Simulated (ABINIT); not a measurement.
Runs of ABINIT 10.8.3 (patched build) on Ta2N. Symmetry: P-3m1, No. 164, trigonal system. Conventional cell: a = 3.113 Å, b = 3.113 Å, c = 4.870 Å, α = 90.00°, β = 90.00°, γ = 120.00°. Ta (site symmetry 3m) has 3 N at 2.18 Å as nearest neighbours. N (site symmetry -3m) has 6 Ta at 2.18 Å as nearest neighbours. The cell comes from a database or a generator and needn't be the stable form of this composition.

```csv
task,level,potentials or basis,cell,k mesh,cutoff (eV),cell freedom (optcell),cutoff smearing ecutsm (Ha),optimiser (ionmov),force stop (Ha/bohr),fine-grid cutoff,gap on the mesh (eV),pressure (GPa),V0 of scaled cells (Å³/atom),relaxed volume (Å³/atom),B0 (GPa),largest force (eV/Å)
relaxation of cell and atoms,r2SCAN,JTH PAW PBE v2.0,relaxed,8 × 8 × 5,844,2,0.5,2,5e-05,1442.2 eV,none,-,-,13.42,-,-
relaxation of cell and atoms,LDA,JTH PAW LDA v2.0,relaxed,8 × 8 × 5,707,2,0.5,22,0.0001,1306.15 eV,none,0.0,-,12.96,-,-
relaxation of cell and atoms,PBEsol,JTH PAW PBE v2.0,relaxed,8 × 8 × 5,707,2,0.5,22,0.0001,1306.15 eV,none,0.0,-,(b),-,-
equation of state,PBEsol,PseudoDojo NC SR PBEsol v0.4.1 standard,as given,10 × 10 × 6,1143,-,-,-,-,-,-,-,13.18,-,301,-
equation of state,PBE,JTH PAW PBE v2.0,as given,10 × 10 × 6,707,-,-,-,-,1306.15 eV,-,-,13.56,-,282,-
single point,PBE,JTH PAW PBE v2.0,as given,10 × 10 × 6,707,-,-,-,-,1306.15 eV,none,(a),-,-,-,0.01
single point,PBEsol,PseudoDojo NC SR PBEsol v0.4.1 standard,as given,10 × 10 × 6,1143,-,-,-,-,-,none,-9.2,-,-,-,0.29
```

Alike in all rows: no spin polarisation; smearing fermi-dirac 0.05 eV.

Q: Fill in the values left out.

A: (a) -1.4; (b) 13.23.

Caveats: the PAW data sets were made with another functional, which shifts forces and pressure a little (some runs); pressures at fixed basis lie under the slope of the energies (some runs); the cell was scaled at fixed shape and fractional positions, which overstates the stiffness of a crystal with free parameters, most of all of layers and chains (some runs).

A k mesh can miss the band edges, and the runs leave out spin-orbit coupling on Ta.

A gap of «none» marks a metal or a gap under the smearing width.

Not every run made on this cell is shown here.
